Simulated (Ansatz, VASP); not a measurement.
One calculation of SiW, two programs

```
W Si
1.0
     2.46867    0.00000    0.00000
     0.00000    2.46867    0.00000
     0.00000    0.00000    2.46867
W Si
1 1
Direct
  0.00000 0.00000 0.00000
  0.50000 0.50000 0.50000
```

Change from the starting cell: volume scaled by 0.55, PAW files.

Alike in both runs: task single point; functional LDA; k mesh 13 × 13 × 13; occupations fermi-dirac, width 0.05 eV; no spin polarisation.

|  | VASP | Ansatz |
| --- | --- | --- |
| version | VASP 6.6.1 | Ansatz 0.2.0 |
| potentials or method | VASP PAW LDA potentials, release 64 (W_sv, Si) | PAW with Ansatz's default frozen-core files, scalar-relativistic |
| plane-wave cutoff (eV) | 520 | 420 |
| valence electrons in the cell | 18 | 18 |

Ansatz gave:

```
pressure (GPa) : 511.4
```

**Question.** Estimate VASP's values.

**Answer.** Pressure (GPa): 522.9.

Caveats: the cell as given lies far from equilibrium; so large a pressure means that the cell lies far from this level's equilibrium, or that cutoff or potentials fall short (VASP). Spin-orbit coupling is left out, which matters for the levels of W.
